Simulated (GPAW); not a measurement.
# InP (F-43m) in GPAW: settings compared

Aim: see how the results for InP move with the level of theory and the settings. Levels: PBEsol, RPBE, revPBE, BLYP. Tasks: band structure, G0W0 quasiparticle levels.

Everything below comes from runs of GPAW 26.7.0. Logs are shortened: lines on timing, memory, paths and dates and some standing lists are left out, and cuts for length are marked. The log counts tension as positive stress, the text compression.

**Measured values to compare with.**

A printed reference work, data compilation reports, for a bulk crystal of InP at 1.6 K: band gap 1.4236 eV (direct).

The runs below are set against these values where they give the same quantity.

## Step 1: Starting point

It takes space group F-43m (No. 216, cubic). The conventional cell has a = 5.861 Å, b = 5.861 Å, c = 5.861 Å, α = 90.00°, β = 90.00°, γ = 90.00°. Around In (site symmetry -43m) lie 4 P at 2.54 Å. Around P (site symmetry -43m) lie 4 In at 2.54 Å.

## Step 2: Band structure, PBEsol, spin-orbit coupling, no magnetisation

run.py reads:

```python
import numpy as np
from ase.dft.bandgap import bandgap
from ase.io import read, write
from ase.units import Bohr, GPa
from gpaw import GPAW, PW, setup_paths
from gpaw.elf import elf_from_dft_calculation
from gpaw.spinorbit import soc_eigenstates

setup_paths.insert(0, '.')

atoms = read('InP.xyz')

calc = GPAW(mode=PW(600),
            xc='PBEsol',
            kpts={'size': (6, 6, 6), 'gamma': True},
            occupations={'name': 'fermi-dirac', 'width': 0.05},
            nbands=18,
            convergence={'density': 1e-05, 'energy': 1e-05},
            maxiter=150,
            txt='gpaw.txt')
atoms.calc = calc
energy = atoms.get_potential_energy()
forces = atoms.get_forces()
stress = atoms.get_stress()
calc.write('gs.gpw')
write('result.traj', atoms)
print(f'Energy: {energy:.6f} eV')
print('Forces (eV/A):')
print(forces.round(4))
print('Stress (GPa):', (stress / GPa).round(3))
print('Fermi level:', round(calc.get_fermi_level(), 4), 'eV')
print(f'Gap: {bandgap(calc)[0]:.4f} eV, direct: {bandgap(calc, direct=True)[0]:.4f} eV')

# fields on the real-space grid
write('density.cube', atoms, data=calc.get_pseudo_density() * Bohr**3)
write('potential.cube', atoms, data=calc.get_electrostatic_potential())
write('elf.cube', atoms, data=elf_from_dft_calculation(calc).data)

path = atoms.cell.bandpath('GXWKGLUWLK,UX', npoints=80, eps=1e-4)
bs_calc = calc.fixed_density(kpts=path, symmetry='off', nbands=30,
                             convergence={'bands': 'CBM+6.0', 'eigenstates': 1e-6}, txt='bands.txt')
bs = bs_calc.band_structure()
bs.write('bs.json')
print(f'Gap on the path: {bandgap(bs_calc)[0]:.4f} eV')

soc = soc_eigenstates(bs_calc, theta=90, phi=0)
np.savetxt('soc_bands.dat', soc.eigenvalues(), fmt='%.4f')
mesh = soc_eigenstates('gs.gpw', theta=90, phi=0)
np.savetxt('soc_mesh.dat', mesh.eigenvalues(), fmt='%.4f')
print('Fermi level with spin-orbit coupling:', round(mesh.fermi_level, 4), 'eV')
```

InP.xyz reads:

```xyz
2
Lattice="0.0000000000 2.9305000000 2.9305000000 2.9305000000 0.0000000000 2.9305000000 2.9305000000 2.9305000000 0.0000000000" Properties=species:S:1:pos:R:3 pbc="T T T"
In     0.0000000000      0.0000000000      0.0000000000
P      4.3957500000      4.3957500000      4.3957500000
```

Potentials or basis: PAW data sets generated in the run's folder for this functional, pw.

Started as:

```
gpaw-setup -f PBEsol In P
OMP_NUM_THREADS=1 python run.py
```

gpaw.txt:

```text
__  _  _
 | _ |_)|_||  |
 |__||  | ||/\| - 26.7.0

Input parameters:
  mode=PW(ecut=600.0),
  convergence={'density': 1e-05, 'energy': 1e-05},
  kpts=MonkhorstPack(size=(6, 6, 6), gamma=True),
  maxiter=150,
  nbands=18,
  occupations=Occupations(name='fermi-dirac', width=0.05),
  xc=XC(name='PBEsol')

Diagonalizing LCAO Hamiltonian
Converting LCAO to pw mode

                     P

       In

Atoms  # Å, Bohr magnetons
|   | symbol |        x |        y |        z |    initial magnetic moments |
|---|--------|----------|----------|----------|-----------------------------|
| 0 |     In | 0.000000 | 0.000000 | 0.000000 | ( 0.0000,  0.0000,  0.0000) |
| 1 |      P | 4.395750 | 4.395750 | 4.395750 | ( 0.0000,  0.0000,  0.0000) |

Unit cell  # Å
| periodic |        x |        y |        z |  lengths |    angles |
|----------|----------|----------|----------|----------|-----------|
|      yes | 0.000000 | 2.930500 | 2.930500 | 4.144353 | 60.000000 |
|      yes | 2.930500 | 0.000000 | 2.930500 | 4.144353 | 60.000000 |
|      yes | 2.930500 | 2.930500 | 0.000000 | 4.144353 | 60.000000 |

Number of symmetries: 24
Symmetry operations  # r_c * U_cc + t_c -> r_c
|    | kind |            matrix            |
|----|------|------------------------------|
|  0 |  E   |  1, 0, 0,  0, 1, 0,  0, 0, 1 |
|  1 |  σ   |  1, 0, 0,  0, 0, 1,  0, 1, 0 |
|  2 |  σ   |  1, 0,-1,  0, 1,-1,  0, 0,-1 |
|  3 |  C3  |  1, 0,-1,  0, 0,-1,  0, 1,-1 |
|  4 |  C3  |  1,-1, 0,  0,-1, 1,  0,-1, 0 |
|  5 |  σ   |  1,-1, 0,  0,-1, 0,  0,-1, 1 |
|  6 |  σ   |  0, 1, 0,  1, 0, 0,  0, 0, 1 |
|  7 |  C3  |  0, 1, 0,  0, 0, 1,  1, 0, 0 |
|  8 |  C2  |  0, 1,-1,  1, 0,-1,  0, 0,-1 |
|  9 |  S4  |  0, 1,-1,  0, 0,-1,  1, 0,-1 |
| 10 |  C3  |  0, 0, 1,  1, 0, 0,  0, 1, 0 |
| 11 |  σ   |  0, 0, 1,  0, 1, 0,  1, 0, 0 |
| 12 |  S4  |  0, 0,-1,  1, 0,-1,  0, 1,-1 |
| 13 |  C3  |  0, 0,-1,  0, 1,-1,  1, 0,-1 |
| 14 |  S4  |  0,-1, 1,  1,-1, 0,  0,-1, 0 |
| 15 |  C2  |  0,-1, 1,  0,-1, 0,  1,-1, 0 |
| 16 |  C3  |  0,-1, 0,  1,-1, 0,  0,-1, 1 |
| 17 |  S4  |  0,-1, 0,  0,-1, 1,  1,-1, 0 |
| 18 |  S4  | -1, 1, 0, -1, 0, 1, -1, 0, 0 |
| 19 |  C3  | -1, 1, 0, -1, 0, 0, -1, 0, 1 |
| 20 |  C3  | -1, 0, 1, -1, 1, 0, -1, 0, 0 |
| 21 |  S4  | -1, 0, 1, -1, 0, 0, -1, 1, 0 |
| 22 |  σ   | -1, 0, 0, -1, 1, 0, -1, 0, 1 |
| 23 |  C2  | -1, 0, 0, -1, 0, 1, -1, 1, 0 |

BZ-sampling:
  Number of BZ points: 216
  Number of IBZ points: 16

  Monkhorst-Pack size: [6, 6, 6]
  Monkhorst-Pack shift: [0.08333333333333333, 0.08333333333333333, 0.08333333333333333]

K-points  # in reciprocal-cell coordinates
|     |                                coordinates |     weight |
|-----|--------------------------------------------|------------|
|   0 | (  0.00000000,   0.00000000,   0.00000000) | 0.00462963 |
|   1 | (  0.16666667,   0.16666667,   0.00000000) | 0.02777778 |
|   2 | (  0.16666667,   0.16666667,   0.16666667) | 0.03703704 |
|   3 | (  0.33333333,   0.16666667,   0.16666667) | 0.05555556 |
|   4 | (  0.33333333,   0.33333333,  -0.33333333) | 0.05555556 |
|   5 | (  0.33333333,   0.33333333,   0.00000000) | 0.02777778 |
|   6 | (  0.33333333,   0.33333333,   0.16666667) | 0.11111111 |
|   7 | (  0.33333333,   0.33333333,   0.33333333) | 0.03703704 |
|   8 | (  0.50000000,   0.33333333,  -0.33333333) | 0.11111111 |
|   9 | (  0.50000000,   0.33333333,  -0.16666667) | 0.05555556 |
| ... |                                            |            |
|  15 | (  0.50000000,   0.50000000,   0.50000000) | 0.01851852 |

Plane wave coefficients: 1694
Cutoff: 600.0 eV

Spin-components: 1 (collinear spins)
Bands:           18
Projectors:      11
Spin-degeneracy: 2
Datatype:        complex128

Parallelization:
  kpt:    1
  domain: 1
  band:   1

Density:
  Valence electrons: 18.0
  Components: 1
  Grid points: [24 24 24]
  Charge: 0.0  # |e|

Potential:
  Grid points: [24 24 24]

species:
  In:
    name:    Indium
    Z:       49.0
    valence: 13
    core:    36
    charge:  0.0  # [|e|]
    compensation charges:
      type: gauss
      rc: 0.36  # [Å]
      lmax: 2
    cutoffs:
      filter: 2.09  # [Å]
      core: 2.48  # [Å]
    projectors
    | kind |    occ | energy [eV] | rcut [Å] |
    |------|--------|-------------|----------|
    |   5s |  2.000 |      -8.248 |    1.185 |
    |   5p |  1.000 |      -2.521 |    1.244 |
    |   4d | 10.000 |     -18.596 |    1.148 |
    |    s |        |      18.964 |    1.185 |
    |    p |        |      24.691 |    1.244 |
    |    d |        |       8.615 |    1.148 |

    Using partial waves for In as LCAO basis

  P:
    name:    Phosphorus
    Z:       15.0
    valence: 5
    core:    10
    charge:  0.0  # [|e|]
    compensation charges:
      type: gauss
      rc: 0.30  # [Å]
      lmax: 2
    cutoffs:
      filter: 1.69  # [Å]
      core: 1.81  # [Å]
    projectors
    | kind |    occ | energy [eV] | rcut [Å] |
    |------|--------|-------------|----------|
    |   3s |  2.000 |     -13.916 |    0.953 |
    |   3p |  3.000 |      -5.479 |    0.953 |
    |    s |        |      13.296 |    0.953 |
    |    p |        |      21.732 |    0.953 |
    |    d |        |       0.000 |    0.953 |

    Using partial waves for P as LCAO basis

Reference energy: -169189.500966  # eV

eigensolver:
  PPCG
  Converge bands: occupied
  niter=2

density mixing:
  MSR1-Mixer
  Pratt-step length: 0.05
  Maximum mixing coefficient: 0.75
  Old densities: 10
  SVD Regularization: 0.005
  Good broyden scale: 1.0
  Trust region scale: 1.0
  Backstep threshold: 4.0
  History deletion threshold: 6.0
  Fourier metric: weight=20.0, sigma=0.015

occupation numbers:
  Fermi-Dirac:
    width: 0.0500  # eV

poisson solver:
  ecut: 4800.0  # eV

xc functional:
  name: PBEsol with 2 nearest neighbor stencil

convergence criteria:
[... 6 lines left out ...]
|iter     | |      energy | eigst |  dens |
|---------|-|-------------|-------|-------|
|iter:   1| |   -9.724489 | -0.28 |       |
|iter:   2| |   -9.652265 | -2.23 | -1.13 |
|iter:   3| |   -9.373280 | -1.82 | -1.17 |
|iter:   4| |   -9.370131 | -3.27 | -1.76 |
|iter:   5| |   -9.369802 | -4.06 | -2.29 |
|iter:   6| |   -9.369828 | -5.49 | -3.07 |
|iter:   7| |   -9.369831c| -6.50 | -3.59 |
|iter:   8| |   -9.369831c| -8.28c| -4.63 |
|iter:   9| |   -9.369831c| -8.61c| -5.40c|

Converged in 9 steps
Energy contributions relative to reference atoms: (reference = -169189.500966)

Energy contributions:
  Kinetic:          20.166053
  Coulomb:         -18.599406
  Zero:              0.123136
  External:          0.000000
  Xc:              -11.059601
  Entropy:          -0.000026
  Spinorbit:         0.000000
  ----------------------------
  Free energy:      -9.369844
  Extrapolated:     -9.369831

dipole moment: (-16.931305, -16.931305, -16.931305)  # |e|*Ang

Fermi level: 5.157
Eigenvalues  # (at kpt = [0.000, 0.000, 0.000])
| band index |      eig [eV] | occ [0-2] |
|------------|---------------|-----------|
|          0 |        -9.257 |     2.000 |
|          1 |        -9.257 |     2.000 |
|          2 |        -9.257 |     2.000 |
|          3 |        -9.101 |     2.000 |
|          4 |        -9.101 |     2.000 |
|          5 |        -6.726 |     2.000 |
[... 10 lines left out ...]
|         16 |        15.879 |     0.000 |
|         17 |        15.879 |     0.000 |

Gap: 0.609 eV
Transition (v -> c):
  (s=0, k=0, n=8, [0.00, 0.00, 0.00]) -> (s=0, k=0, n=9, [0.00, 0.00, 0.00])
No difference between direct/indirect transitions

Forces  # eV/Ang
|        x |        y |       z |
|----------|----------|---------|
| -0.00000 |  0.00000 | 0.00000 |  # In   0
| -0.00000 | -0.00000 | 0.00000 |  # P    1

Stress tensor  # eV/Ang^3
|         x |         y |         z |
|-----------|-----------|-----------|
| -0.002256 |  0.000000 |  0.000000 |
|  0.000000 | -0.002256 |  0.000000 |
|  0.000000 |  0.000000 | -0.002256 |

# Writing to gs.gpw (mode='')
```

It took 51 s on 1 thread of Arm Neoverse V1, shared host; peak memory 0.29 GiB.

What came out:

```
Free energy             : -9.3698 eV
Pressure                : 0.4 GPa
Band gap on the k mesh  : 0.58 eV, direct
Band gap along the path : 0.58 eV, direct
```

Levels at the corners of the path, in eV from the valence-band top:
| point | band 14 | band 15 | band 16 | band 17 | band 18 | band 19 | band 20 | band 21 | band 22 | band 23 |
| --- | --- | --- | --- | --- | --- | --- | --- | --- | --- | --- |
| Γ | -0.11 | 0.00 | 0.00 | 0.00 | 0.00 | 0.58 | 0.58 | 3.61 | 3.61 | 4.11 |
| X | -5.85 | -2.46 | -2.46 | -2.35 | -2.35 | 1.59 | 1.59 | 2.14 | 2.14 | 9.05 |
| W | -5.69 | -3.15 | -3.05 | -2.99 | -2.95 | 4.16 | 4.16 | 4.29 | 4.32 | 5.27 |
| K | -5.70 | -3.46 | -3.36 | -2.02 | -2.01 | 2.21 | 2.21 | 4.27 | 4.29 | 7.29 |
| Γ | -0.11 | 0.00 | 0.00 | 0.00 | 0.00 | 0.58 | 0.58 | 3.61 | 3.61 | 4.11 |
| L | -5.84 | -1.09 | -1.09 | -0.97 | -0.97 | 1.36 | 1.36 | 4.58 | 4.58 | 4.77 |
| U | -5.70 | -3.46 | -3.36 | -2.02 | -2.01 | 2.21 | 2.21 | 4.27 | 4.29 | 7.29 |
| W | -5.69 | -3.15 | -3.05 | -2.99 | -2.95 | 4.16 | 4.16 | 4.29 | 4.32 | 5.27 |
| L | -5.84 | -1.09 | -1.09 | -0.97 | -0.97 | 1.36 | 1.36 | 4.58 | 4.58 | 4.77 |
| K | -5.70 | -3.46 | -3.36 | -2.02 | -2.01 | 2.21 | 2.21 | 4.27 | 4.29 | 7.29 |
| U | -5.70 | -3.46 | -3.36 | -2.02 | -2.01 | 2.21 | 2.21 | 4.27 | 4.29 | 7.29 |
| X | -5.85 | -2.46 | -2.46 | -2.35 | -2.35 | 1.59 | 1.59 | 2.14 | 2.14 | 9.05 |

Caveat: spin-orbit coupling was added after a scalar SCF, so levels and gaps hold it while energy, forces, pressure and moments don't; this program's spin-orbit splittings come out too wide for heavy elements.

[end of part 1 of 3]
